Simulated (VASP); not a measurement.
# AlP (F-43m) in VASP: a series of runs

AlP is run at these levels: PBE; tasks: single point.

Program: VASP 6.6.1. These are calculated values, not measurements. Logs are shortened: lines on timing, memory, paths and dates and some standing lists are left out, and cuts for length are marked.

**The experiment to reproduce.**

From a printed reference work, data compilation, for a bulk crystal of AlP at 4.2 K: band gap 2.505 eV (indirect).

How close the calculation comes is told below.

## (1) The cell of the first run

It takes space group F-43m (No. 216, cubic). The conventional cell has a = 5.451 Å, b = 5.451 Å, c = 5.451 Å, α = 90.00°, β = 90.00°, γ = 90.00°. Al (site symmetry -43m) has 4 P at 2.36 Å within 3.1 Å. Within 3.1 Å of P (site symmetry -43m) lie 4 Al at 2.36 Å.

## (2) Single point, PBE

Contents of INCAR:

```
PREC = Accurate
ENCUT = 500
EDIFF = 1E-6
ISMEAR = 0
SIGMA = 0.01
LREAL = F
LASPH = T
NELM = 120
ALGO = Normal
ISIF = 2
LWAVE = F
LCHARG = T
GGA = PE
LELF = T
LVHAR = T
NBANDS = 11
GGA_COMPAT = F
```

Contents of KPOINTS:

```
regular mesh
0
Gamma
  8 8 8
```

Contents of POSCAR:

```
AlP
1.0
    0.0000000000      2.7255000000      2.7255000000
    2.7255000000      0.0000000000      2.7255000000
    2.7255000000      2.7255000000      0.0000000000
Al P
1 1
Direct
    0.0000000000      0.0000000000      0.0000000000
    0.2500000000      0.2500000000      0.2500000000
```

Potentials or basis: VASP PAW PBE potentials, release 64 (Al, P).

Command:

```
cat potpaw_PBE.64/Al/POTCAR potpaw_PBE.64/P/POTCAR > POTCAR
mpirun -np 1 vasp_std > vasp.out
```

OUTCAR:

```text
PREC = Accurate
   ENCUT = 500
   EDIFF = 1E-6
   ISMEAR = 0
   LREAL = F
   LASPH = T
   NELM = 120
   ISIF = 2
   GGA = PE

 ion  position               nearest neighbor table
   1  0.000  0.000  0.000-   2 2.36   2 2.36   2 2.36   2 2.36
   2  0.250  0.250  0.250-   1 2.36   1 2.36   1 2.36   1 2.36

  LATTYP: Found a face centered cubic cell.
 ALAT       =     5.4510000000

  Lattice vectors:

 A1 = (   0.0000000000,   2.7255000000,   2.7255000000)
 A2 = (   2.7255000000,   0.0000000000,   2.7255000000)
 A3 = (   2.7255000000,   2.7255000000,   0.0000000000)

Analysis of symmetry for initial positions (statically):
=====================================================================
 Subroutine PRICEL returns:
 Original cell was already a primitive cell.

 Routine SETGRP: Setting up the symmetry group for a
 face centered cubic supercell.

 Subroutine GETGRP returns: Found 24 space group operations
 (whereof 24 operations were pure point group operations)
 out of a pool of 48 trial point group operations.

The static configuration has the point symmetry T_d .

Analysis of symmetry for dynamics (positions and initial velocities):
=====================================================================
 Subroutine PRICEL returns:
 Original cell was already a primitive cell.

 Routine SETGRP: Setting up the symmetry group for a
 face centered cubic supercell.

 Subroutine GETGRP returns: Found 24 space group operations
 (whereof 24 operations were pure point group operations)
 out of a pool of 48 trial point group operations.

The dynamic configuration has the point symmetry T_d .

 Subroutine INISYM returns: Found 24 space group operations
 (whereof 24 operations are pure point group operations),
 and found     1 'primitive' translations

----------------------------------------------------------------------------------------

                                     Primitive cell

  volume of cell :      40.4919

  direct lattice vectors                    reciprocal lattice vectors
     0.000000000  2.725500000  2.725500000    -0.183452578  0.183452578  0.183452578
     2.725500000  0.000000000  2.725500000     0.183452578 -0.183452578  0.183452578
     2.725500000  2.725500000  0.000000000     0.183452578  0.183452578 -0.183452578

  length of vectors
     3.854439064  3.854439064  3.854439064     0.317749185  0.317749185  0.317749185

  position of ions in fractional coordinates (direct lattice)
     0.000000000  0.000000000  0.000000000
     0.250000000  0.250000000  0.250000000

  ion indices of the primitive-cell ions
   primitive index   ion index
                 1           1
                 2           2

----------------------------------------------------------------------------------------

 KPOINTS: regular mesh

Automatic generation of k-mesh.
 Grid dimensions read from file:
 generate k-points for:    8    8    8

 Generating k-lattice:

  Cartesian coordinates                     Fractional coordinates (reciprocal lattice)
    -0.022931572  0.022931572  0.022931572     0.125000000  0.000000000  0.000000000
     0.022931572 -0.022931572  0.022931572     0.000000000  0.125000000  0.000000000
     0.022931572  0.022931572 -0.022931572     0.000000000  0.000000000  0.125000000

  Length of vectors
     0.039718648  0.039718648  0.039718648

  Shift w.r.t. Gamma in fractional coordinates (k-lattice)
     0.000000000  0.000000000  0.000000000

 Subroutine IBZKPT returns following result:
 ===========================================

 Found     29 irreducible k-points:

 Following reciprocal coordinates:
            Coordinates               Weight
  0.000000  0.000000  0.000000      1.000000
  0.125000  0.000000  0.000000      8.000000
  0.250000  0.000000  0.000000      8.000000
  0.375000  0.000000  0.000000      8.000000
  0.500000  0.000000  0.000000      4.000000
  0.125000  0.125000  0.000000      6.000000
[... 16 lines left out ...]
  0.500000  0.250000  0.125000     48.000000
 -0.375000  0.250000  0.125000     24.000000
 [... further k-points ...]
   k-points           NKPTS =     29   k-points in BZ     NKDIM =     29   number of bands    NBANDS=     11
   number of dos      NEDOS =    301   number of ions     NIONS =      2
   total plane-waves  NPLWV =  21952
   dimension x,y,z NGX =    28 NGY =   28 NGZ =   28
   dimension x,y,z NGXF=    56 NGYF=   56 NGZF=   56
   ions per type =               1   1
   NGX,Y,Z   is equivalent  to a cutoff of  12.08, 12.08, 12.08 a.u.
   NGXF,Y,Z  is equivalent  to a cutoff of  24.15, 24.15, 24.15 a.u.
 SYSTEM =  unknown system
   PREC   = accura    normal or accurate (medium, high low for compatibility)
   ISTART =      0    job   : 0-new  1-cont  2-samecut
   ICHARG =      2    charge: 1-file 2-atom 10-const
   ISPIN  =      1    spin polarized calculation?
   LNONCOLLINEAR =      F non collinear calculations
   LSORBIT =      F    spin-orbit coupling
   LASPH  =      T    aspherical Exc in radial PAW
   ENCUT  =  500.0 eV  36.75 Ry    6.06 a.u.   7.03  7.03  7.03*2*pi/ulx,y,z
   NELM   =    120;   NELMIN=  2; NELMDL= -5     # of ELM steps
   EDIFF  = 0.1E-05   stopping-criterion for ELM
   LREAL  =      F    real-space projection
   EDIFFG = 0.1E-04   stopping-criterion for IOM
   NSW    =      0    number of steps for IOM
   IBRION =     -1    ionic relax: 0-MD 1-quasi-New 2-CG
   NFREE  =      0    steps in history (QN), initial steepest desc. (CG)
   ISIF   =      2    stress and relaxation
   ISYM   =      2    0-nonsym 1-usesym 2-fastsym
   POTIM  = 0.5000    time-step for ionic-motion
   TEBEG  =    0.0;   TEEND  =   0.0 temperature during run
   PSTRESS=    0.0 pullay stress
   NELECT =       8.0000    total number of electrons
   NUPDOWN=      -1.0000    fix difference up-down
   EMIN   =  10.00;   EMAX   =-10.00  energy-range for DOS
   EFERMI =   0.00;   METHOD = LEGACY
   ISMEAR =     0;   SIGMA  =   0.01  broadening in eV -4-tet -1-fermi 0-gaus
   EFERMI_NEDOS =   21; number of points for ismear=-14 and -15
   IALGO  =     38    algorithm
   IMIX   =      4    mixing-type and parameters
     AMIX     =   0.40;   BMIX     =  1.00
     AMIX_MAG =   1.60;   BMIX_MAG =  1.00
  volume/ion in A,a.u.               =      20.25       136.63
  Fermi-wavevector in a.u.,A,eV,Ry     =   0.953488  1.801831 12.369596  0.909140
  Thomas-Fermi vector in A             =   2.082148
   LORBIT       =      0    0 simple, 1 ext, 2 COOP (PROOUT), +10 PAW based schemes
   GGA     = PE    functional components
   LHFCALC =     F    Hartree Fock is set to
   AEXX    =    0.0000 exact exchange contribution
   IVDW    =     0    specifies the selected vdW correction
   LEPSILON=     F    determine dielectric tensor
   LRPA    =     F    only Hartree local field effects (RPA)
 non-spin polarized calculation
 Gauss-broadening in eV      SIGMA  =   0.01
  energy-cutoff  :      500.00
  volume of cell :       40.49
 maximum number of plane-waves:      1056
   NGX = 13   NGY = 13   NGZ = 13

 number of electron       8.0000000 magnetization

 Free energy of the ion-electron system (eV)
  ---------------------------------------------------
  ext. energy  EPLUGINS =         0.00000000
  ---------------------------------------------------
  free energy    TOTEN  =       -10.36676708 eV

  energy without entropy =      -10.36676708  energy(sigma->0) =      -10.36676708

 E-fermi :   4.7061     XC(G=0):  -9.2281

 val. band max:        4.6259410385   @ k =   0.0000   0.0000   0.0000
 cond. band min:       6.1953673863   @ k =   0.5000   0.5000   0.0000
 fundamental gap:      1.5694263479
 Fermi energy:         4.7061362714

 k-point     1 :       0.0000    0.0000    0.0000
  band No.  band energies     occupation
      1      -6.9079      2.00000
      2       4.6259      2.00000
      3       4.6259      2.00000
      4       4.6259      2.00000
      5       7.9743      0.00000
      6       9.1944      0.00000
      7       9.1944      0.00000
      8       9.1944      0.00000
      9      13.4664      0.00000
     10      13.4664      0.00000
     11      14.9517      0.00000

 k-point     2 :       0.1250    0.0000    0.0000
  band No.  band energies     occupation
      1      -6.7346      2.00000
      2       3.4017      2.00000
      3       4.4770      2.00000
      4       4.4770      2.00000
      5       8.3694      0.00000
      6       9.4792      0.00000
      7       9.4792      0.00000
      8       9.7406      0.00000
      9      12.9765      0.00000
     10      12.9765      0.00000
     11      15.5825      0.00000

 k-point     3 :       0.2500    0.0000    0.0000
  band No.  band energies     occupation
      1      -6.2465      2.00000
      2       1.4440      2.00000
      3       4.1815      2.00000
      4       4.1815      2.00000
      5       7.9748      0.00000
      6       9.7840      0.00000
      7       9.7840      0.00000
      8      11.5953      0.00000
      9      12.9577      0.00000
     10      12.9577      0.00000
     11      15.0230      0.00000

 k-point     4 :       0.3750    0.0000    0.0000
  band No.  band energies     occupation
      1      -5.5897      2.00000
      2      -0.2067      2.00000
      3       3.9454      2.00000
      4       3.9454      2.00000
      5       7.5961      0.00000
      6       9.5911      0.00000
      7       9.5911      0.00000
      8      12.8180      0.00000
      9      14.3585      0.00000
     10      14.3585      0.00000
     11      15.3087      0.00000
[... 239 lines left out ...]
 k-point    22 :       0.3750    0.2500    0.1250
  band No.  band energies     occupation
      1      -5.8331      2.00000
      2       1.1219      2.00000
      3       2.7212      2.00000
      4       3.7086      2.00000
      5       8.4877      0.00000
      6       9.4795      0.00000
      7      10.0807      0.00000
      8      11.4588      0.00000
      9      13.0010      0.00000
     10      15.4524      0.00000
     11      17.5896      0.00000

 k-point    23 :       0.5000    0.2500    0.1250
  band No.  band energies     occupation
      1      -5.2313      2.00000
      2       0.0031      2.00000
      3       2.1546      2.00000
      4       3.3231      2.00000
      5       8.5872      0.00000
      6       9.4366      0.00000
      7      10.6826      0.00000
      8      11.7549      0.00000
      9      14.1365      0.00000
     10      16.0073      0.00000
     11      17.4866      0.00000

 k-point    24 :      -0.3750    0.2500    0.1250
  band No.  band energies     occupation
      1      -4.9012      2.00000
      2      -0.5613      2.00000
      3       2.0205      2.00000
      4       3.1345      2.00000
      5       8.5833      0.00000
      6       9.1705      0.00000
      7      11.5364      0.00000
      8      12.3525      0.00000
      9      13.6537      0.00000
     10      16.1191      0.00000
     11      17.4032      0.00000

 [... further k-points ...]

------------------------ aborting loop because EDIFF is reached ----------------------------------------

  FORCE on cell =-STRESS in cart. coord.  units (eV):
  Direction    XX          YY          ZZ          XY          YZ          ZX
  --------------------------------------------------------------------------------------
  -------------------------------------------------------------------------------------
  Total        0.6671090      0.6671090      0.6671090     -0.0000000      0.0000000     -0.0000000
  in kB       26.3960440     26.3960440     26.3960440     -0.0000000      0.0000000     -0.0000000
  external PRESSURE =      26.3960440 kB  Pullay stress =       0.0000000 kB

 VOLUME and BASIS-vectors are now :
 -----------------------------------------------------------------------------
  energy-cutoff  :      500.00
  volume of cell :       40.49
      direct lattice vectors                 reciprocal lattice vectors
     0.000000000  2.725500000  2.725500000    -0.183452578  0.183452578  0.183452578
     2.725500000  0.000000000  2.725500000     0.183452578 -0.183452578  0.183452578
     2.725500000  2.725500000  0.000000000     0.183452578  0.183452578 -0.183452578

 POSITION                                       TOTAL-FORCE (eV/Angst)
 -----------------------------------------------------------------------------------
      0.00000      0.00000      0.00000         0.000000      0.000000      0.000000
      1.36275      1.36275      1.36275        -0.000000     -0.000000     -0.000000
 -----------------------------------------------------------------------------------
    total drift:                               -0.000000     -0.000000     -0.000000

  FREE ENERGIE OF THE ION-ELECTRON SYSTEM (eV)
  ---------------------------------------------------
  free  energy   TOTEN  =       -10.3667670760 eV

  energy  without entropy=      -10.3667670760  energy(sigma->0) =      -10.36676708
```

Wall time 20 s (1 thread of Intel Xeon 8259CL, shared host); peak memory 0.15 GiB.

What came out:

- Free energy: -10.3668 eV
- Pressure: 2.6 GPa
- Band gap on the k mesh: 1.57 eV, indirect (least direct gap 3.35 eV)

(Continued in part 2 of 2.)
